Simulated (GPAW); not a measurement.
Cu:

```
CELL_PARAMETERS angstrom
2.53410 0.00000 0.00000
-1.26705 2.19459 0.00000
0.00000 0.00000 4.11257
ATOMIC_POSITIONS crystal
Cu 0.66667 0.33333 0.75000
Cu 0.33333 0.66667 0.25000
```

This isn't the form of Cu at room conditions, which is fcc.

- Program: GPAW 26.7.0
- Task: single point
- Functional: PBEsol
- Potentials or basis: PAW data sets generated in the run's folder for this functional
- Cutoff: 600 eV
- Basis: pw
- k mesh: 12 × 12 × 7
- Occupations: fermi-dirac, width 0.05 eV
- Spin: no spin polarisation

On this cell: pressure 0.6 GPa; largest force under 0.003 eV/Å; band gap on the k mesh none (metal or under the smearing width).

The same run follows on a disturbed copy (atoms moved at random, drawn with an rms of 0.05 Å):

```
Cu
1.0
     2.53410    0.00000    0.00000
    -1.26705    2.19459    0.00000
     0.00000    0.00000    4.11257
Cu
2
Direct
  0.66971 0.35034 0.74393
  0.35459 0.66690 0.24866
```

What changes?

The energy (extrapolated to zero smearing) moves by +3.0 meV/atom; pressure 0.7 GPa; largest force 0.203 eV/Å; band gap on the k mesh none (metal or under the smearing width).

Forces in eV/Å, atoms in the order of the input:
```
Cu   0.109 -0.060  0.161
Cu  -0.109  0.060 -0.161
```

Stress tensor (GPa, compression positive):
```
 0.97 -0.89  0.11
-0.89  0.00 -0.06
 0.11 -0.06  1.24
```

Caveats: with this Cu data set, volumes or pressures lay over 1.5 % or 2 GPa off other programs in two to four cells of ten.
